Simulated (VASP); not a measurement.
# Sb2S3 (Stibnite): relaxation of cell and atoms with PBE

Sb2S3 (Stibnite):

```
Sb S
1.0
    12.14758    0.00000    0.00000
     0.00000    3.86868    0.00000
     0.00000    0.00000   11.24137
Sb S
8 12
Direct
  0.46555 0.25000 0.32814
  0.03445 0.75000 0.82814
  0.96555 0.25000 0.17186
  0.53445 0.75000 0.67186
  0.35940 0.75000 0.03339
  0.14060 0.25000 0.53339
  0.85940 0.75000 0.46661
  0.64060 0.25000 0.96661
  0.30099 0.25000 0.18765
  0.19901 0.75000 0.68765
  0.80099 0.25000 0.31235
  0.69901 0.75000 0.81235
  0.54527 0.75000 0.12487
  0.95473 0.25000 0.62487
  0.04527 0.75000 0.37513
  0.45473 0.25000 0.87513
  0.37572 0.75000 0.44272
  0.12428 0.25000 0.94272
  0.87572 0.75000 0.05728
  0.62428 0.25000 0.55728
```

| Quantity | Value |
| --- | --- |
| Program | VASP 6.6.1 |
| Task | relaxation of cell and atoms |
| Functional | PBE |
| Potentials or basis | VASP PAW PBE potentials, release 64 (Sb, S) |
| Cutoff | 600 eV |
| k mesh | 4 × 8 × 4 |
| Occupations | gaussian, width 0.03 eV |
| Spin | no spin polarisation |
| Further INCAR settings | ALGO = Normal; EDIFF = 1e-07; IBRION = 2; EDIFFG = -0.005; NSW = 90; ISIF = 3 |

```yaml
Relaxed_volume: 26.43 Å³/atom
Relaxed_cell: a = 12.150 Å, b = 3.870 Å, c = 11.243 Å, α = 90.00°, β = 90.00°, γ = 90.00°
Space_group_after_relaxing_to_0.05_Å: Pnma (No. 62)
Energy_gained_by_relaxing: 0.0 meV/atom
Ionic_steps: 5
Pressure_after_relaxing: 0.0 GPa
Largest_force_after_relaxing: 0.003 eV/Å
Band_gap_on_the_k_mesh: 1.32 eV, indirect (least direct gap 1.35 eV)
```

Forces in eV/Å, atoms in the order of the input:
```
Sb  -0.003  0.000  0.000
Sb   0.003  0.000  0.000
Sb  -0.003  0.000  0.000
Sb   0.003  0.000  0.000
Sb   0.001  0.000 -0.003
Sb  -0.001  0.000 -0.003
Sb   0.001  0.000  0.003
Sb  -0.001  0.000  0.003
S    0.001  0.000  0.000
S   -0.001  0.000  0.000
S    0.001  0.000  0.000
S   -0.001  0.000  0.000
S   -0.002  0.000 -0.001
S    0.002  0.000 -0.001
S   -0.002  0.000  0.001
S    0.002  0.000  0.001
S    0.003  0.000  0.002
S   -0.003  0.000  0.002
S    0.003  0.000 -0.002
S   -0.003  0.000 -0.002
```

Final structure:
```yaml
crystal:
  lattice:
    - [12.14984, 0.00000, 0.00000]
    - [0.00000, 3.86959, 0.00000]
    - [0.00000, 0.00000, 11.24328]
  atoms:
    - { symbol: Sb, position: [0.46555, 0.25000, 0.32812] }
    - { symbol: Sb, position: [0.03445, 0.75000, 0.82812] }
    - { symbol: Sb, position: [0.96555, 0.25000, 0.17188] }
    - { symbol: Sb, position: [0.53445, 0.75000, 0.67188] }
    - { symbol: Sb, position: [0.35943, 0.75000, 0.03335] }
    - { symbol: Sb, position: [0.14057, 0.25000, 0.53335] }
    - { symbol: Sb, position: [0.85943, 0.75000, 0.46665] }
    - { symbol: Sb, position: [0.64057, 0.25000, 0.96665] }
    - { symbol: S, position: [0.30098, 0.25000, 0.18767] }
    - { symbol: S, position: [0.19902, 0.75000, 0.68767] }
    - { symbol: S, position: [0.80098, 0.25000, 0.31233] }
    - { symbol: S, position: [0.69902, 0.75000, 0.81233] }
    - { symbol: S, position: [0.54525, 0.75000, 0.12486] }
    - { symbol: S, position: [0.95475, 0.25000, 0.62486] }
    - { symbol: S, position: [0.04525, 0.75000, 0.37514] }
    - { symbol: S, position: [0.45475, 0.25000, 0.87514] }
    - { symbol: S, position: [0.37572, 0.75000, 0.44276] }
    - { symbol: S, position: [0.12428, 0.25000, 0.94276] }
    - { symbol: S, position: [0.87572, 0.75000, 0.05724] }
    - { symbol: S, position: [0.62428, 0.25000, 0.55724] }
```

Levels at points of the mesh, in eV from the valence-band top:
```
           k point  band 54  band 55  band 56  band 57  band 58  band 59
(0.00, 0.00, 0.00)    -0.11    -0.08    -0.02     1.53     1.64     1.68
(0.50, 0.00, 0.00)    -0.15     0.00     0.00     1.54     1.54     1.85
(0.00, 0.50, 0.00)    -0.54    -0.22    -0.22     2.29     2.29     2.39
(0.50, 0.50, 0.00)    -0.38    -0.38    -0.38     2.30     2.30     2.30
(0.00, 0.00, 0.50)    -0.17    -0.09    -0.09     1.32     1.32     2.10
(0.50, 0.00, 0.50)    -0.26    -0.23    -0.23     1.35     1.35     2.08
(0.00, 0.50, 0.50)    -0.74    -0.52    -0.52     1.96     1.96     2.23
(0.50, 0.50, 0.50)    -0.71    -0.71    -0.71     2.17     2.17     2.17
```

Run time: 39 min on 4 MPI ranks on Intel(R) Xeon(R) Platinum 8488C (Sapphire Rapids) (shared host), peak memory 1.6 GiB a rank.

Caveat: spin-orbit coupling is left out, which moves the levels of the heavy elements. A k mesh can miss the band edges.
